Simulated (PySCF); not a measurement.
Reproducing measurements on propylamine

**Measured values to compare with.**

From NIST CCCBDB Release 22 (SRD 101), experimental polarizabilities, for the gas: mean polarisability 7.7 Å³.

The results are set against them at the end.

Compound: propylamine, C3H9N.
Numbering: `[CH3:1][CH2:2][CH2:3][NH2:4]` (hydrogens: H5, H6, H7 on C1; H8, H9 on C2; H10, H11 on C3; H12, H13 on N4)

Cartesian coordinates in Å at the GFN2-xTB level; atoms count from 1:
```xyz
13
C3H9N angstrom
C     -1.720   -0.118   -0.584
C     -0.366   -0.555   -0.042
C      0.727    0.465   -0.351
N      2.020   -0.048    0.075
H     -2.000    0.851   -0.175
H     -2.489   -0.838   -0.316
H     -1.691   -0.036   -1.669
H     -0.432   -0.691    1.040
H     -0.077   -1.511   -0.480
H      0.779    0.628   -1.432
H      0.464    1.429    0.121
H      2.025   -0.191    1.080
H      2.755    0.615   -0.146
```

The PySCF runs (gas phase, on this GFN2-xTB geometry; no spin–orbit coupling):

```tsv
level	job	basis functions	wall time
CAM-B3LYP/def2-SVPD	8 singlets by full TDDFT, 3 Tamm–Dancoff triplets, polarisability	152	15 s
```

Hardware: one thread, Arm Neoverse V1 (shared host).

**Comparison with experiment**

**Mean polarisability.** Measured: 7.7 Å³ (NIST CCCBDB Release 22 (SRD 101), experimental polarizabilities).

```csv
level,computed (Å³),computed − measured (Å³),% (from the printed values)
CAM-B3LYP/def2-SVPD,7.15,-0.55,-7
```

The computed values are static and purely electronic, with core orbitals frozen in the response (1 au = 0.148185 Å³). The table of measured values doesn't say here whether a value is static or optical, or holds a vibrational part. The measurement averages over conformers, the calculation has one.

No measured geometry was used, and the causes of the misses weren't examined.
